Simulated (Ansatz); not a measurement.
## Pd: equation of state with r2SCAN+rVV10

The system is Pd.

```
Pd
1.0
     0.00000    1.94650    1.94650
     1.94650    0.00000    1.94650
     1.94650    1.94650    0.00000
Pd
1
Direct
  0.00000 0.00000 0.00000
```

```
Program             : Ansatz 0.2.0
Task                : equation of state
Functional          : r2SCAN
Dispersion          : rVV10
Potentials or basis : Ansatz PAW
Cutoff              : 500 eV
Density cutoff      : 2500 eV
k mesh              : 12 × 12 × 12
Occupations         : fermi-dirac, width 0.05 eV
Spin                : no spin polarisation
```

The equilibrium volume is 14.70 Å³/atom and the bulk modulus is 198 GPa. The pressure derivative of the bulk modulus is 5.5.

Energy against volume, from the lowest point:
| volume (Å³/atom) | energy (meV/atom) |
| --- | --- |
| 13.865 | 33.17 |
| 14.160 | 13.21 |
| 14.455 | 2.53 |
| 14.750 | 0.00 |
| 15.045 | 4.62 |
| 15.340 | 15.53 |
| 15.635 | 31.90 |

All runs of the series together: 9.6 s on 2 threads of Intel(R) Xeon(R) Platinum 8488C (Sapphire Rapids), with other jobs on the host.

Caveat: the PAW data sets were made with another functional, which shifts forces and pressure a little.
